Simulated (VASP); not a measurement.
Set up this calculation in VASP 6.6.1, as the native input.

```
Task                   : Born charges and dielectric tensor
Functional             : LDA
Potentials or basis    : VASP PAW LDA potentials, release 64 (Mg, O)
Cutoff                 : 600 eV
k mesh                 : 12 × 12 × 12
Occupations            : gaussian, width 0.02 eV
Spin                   : no spin polarisation
Further INCAR settings : ALGO = Normal; EDIFF = 1e-08; IBRION = 8; NSW = 1
```

The structure of MgO lies in POSCAR:

```
MgO
1.0
    0.0000000000      2.0715800000      2.0715800000
    2.0715800000      0.0000000000      2.0715800000
    2.0715800000      2.0715800000      0.0000000000
Mg O
1 1
Direct
    0.0000000000      0.0000000000      0.0000000000
    0.5000000000      0.5000000000      0.5000000000
```

The input as run:

INCAR

```
ALGO = Normal
EDIFF = 1E-8
ENCUT = 600
GGA = CA
IBRION = 8
ISIF = 2
ISMEAR = 0
LASPH = True
LCHARG = False
LEPSILON = True
LREAL = False
LWAVE = False
NELM = 60
NSW = 1
PREC = Accurate
SIGMA = 0.02
```

KPOINTS

```
k-points
0
Gamma
  12 12 12
```

Potentials or basis: VASP PAW LDA potentials, release 64 (Mg, O).

Launch:

```sh
$ cat potpaw_LDA.64/Mg/POTCAR potpaw_LDA.64/O/POTCAR > POTCAR
$ mpirun -np 1 vasp_std > vasp.out
```

Results of the run:

| Property | Result |
| --- | --- |
| Band gap on the k mesh | 5.16 eV, direct |
| Electronic dielectric tensor (diagonal) | 3.09 |
| Born charges (mean of the diagonal) | Mg +1.95; O -1.95 e |
| Highest phonon frequency at Γ, LO-TO splitting left out | 426 cm⁻¹ |

Wall time 2.3 min on 1 thread of AMD EPYC 7R13 Processor (Zen 3) (shared host), peak memory 0.18 GiB.
